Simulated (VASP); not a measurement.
Here is a VASP 6.6.1 calculation.

Contents of INCAR:

```
SYSTEM = Pt
PREC = Accurate
ENCUT = 520
EDIFF = 1E-7
ISMEAR = 1
SIGMA = 0.2
LREAL = .False.
LASPH = .True.
NELM = 80
ALGO = Normal
ISIF = 2
LWAVE = .False.
LCHARG = .True.
GGA = PS
LVHAR = .True.
LVACPOTAV = .True.
KPAR = 8
```

The input KPOINTS:

```
regular mesh
0
Gamma
  18 18 1
  0 0 0
```

POSCAR

```
Pt                                      
1.0
    2.7704443687      0.0000000000      0.0000000000
    1.3852221843      2.3992752031      0.0000000000
    0.0000000000      0.0000000000     33.0964668375
  Pt            
     9
Direct
     0.3333333332999970    0.3333333332999970    0.2263986309794387
     0.6666666667000030    0.6666666667000030    0.2953150073059163
     0.0000000000000000    1.0000000000000000    0.3633909532607590
     0.3333333332999970    0.3333333332999970    0.4314963686525056
     0.6666666667000030    0.6666666667000030    0.5000000000000000
     1.0000000000000000    1.0000000000000000    0.5685036313474944
     0.3333333332999970    0.3333333332999970    0.6366090467392410
     0.6666666667000030    0.6666666667000030    0.7046849926940837
     0.0000000000000000    0.0000000000000000    0.7736013690205614
```

Potentials or basis: VASP PAW PBE potentials, release 64 (Pt).

The run is started by

```console
$ cat potpaw_PBE.64/Pt/POTCAR > POTCAR
$ mpirun -np 8 vasp_std > vasp.out
```

Task: What does it give for the band gap on the k mesh?

Result: None (metal or under the smearing width).

Task: What does it give for the largest force?

Result: 0.015 eV/Å.

Forces on the atoms (eV/Å):
```
Pt   0.000  0.000  0.008
Pt   0.000  0.000  0.011
Pt   0.000  0.000  0.011
Pt   0.000  0.000  0.015
Pt   0.000  0.000  0.000
Pt   0.000  0.000 -0.015
Pt   0.000  0.000 -0.011
Pt   0.000  0.000 -0.011
Pt   0.000  0.000 -0.008
```

Caveat: the PAW data sets were made with another functional, which shifts forces and pressure a little. Spin-orbit coupling is left out, which matters for the levels of Pt.
